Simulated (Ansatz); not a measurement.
A relaxed cell of Ge is given with its symmetry left out. The cell was found from a structure generator's guess, not taken from experiment.

Computed with DFT PBE, scalar-relativistic, plane waves, PAW (Ansatz). Cutoff 420 eV, Γ-centred mesh, Gaussian smearing, no spin polarisation.

```xyz
8
Lattice="3.5209 -4.0762 0.0000 3.5209 4.0762 0.0000 0.0000 0.0000 7.0657" Properties=species:S:1:pos:R:3 pbc="T T T"
Ge    1.2591   -1.0881    2.9053
Ge    2.2618   -1.0881    0.6276
Ge    1.2591    1.0881    4.1604
Ge    2.2618    1.0881    6.4381
Ge    5.7827   -1.0881    2.9053
Ge    5.7827    1.0881    4.1604
Ge    4.7800   -1.0881    0.6276
Ge    4.7800    1.0881    6.4381
```

Energies count from the standard state of Ge at the same level.

(1) What space group does it have?

(2) How far does it lie from the standard state of Ge?

(3) Is it a metal?

(4) From what recipe could a structure generator have reached it?

## Answers

(1) Cmce (No. 64). Conventional cell: a = 7.042 Å, b = 8.152 Å, c = 7.066 Å. Ge is surrounded by 4 Ge at 2.49–2.52 Å.

(2) +0.08 eV/atom. So it is a metastable form at best.

(3) There is no gap on the 8×8×6 mesh, but valence and conduction bands meet within 0.015 eV, so at this level it has a zero gap rather than a metal's Fermi surface.

(4) One such recipe: 4-connected net of one element (Cmce, No. 64). Other recipes can lead to the same cell.

The last run used an 8×8×6 mesh (in the run's order of axes) for its 8-atom cell and Gaussian smearing of 0.10 eV. The zero gap may come from the functional, which often closes small gaps. Symmetry constrained the relaxation, so the result can be a saddle point. Another cell of Ge relaxed alike, in P6_3/mmc, lies 82 meV/atom lower, so this cell isn't the stable form at this level.
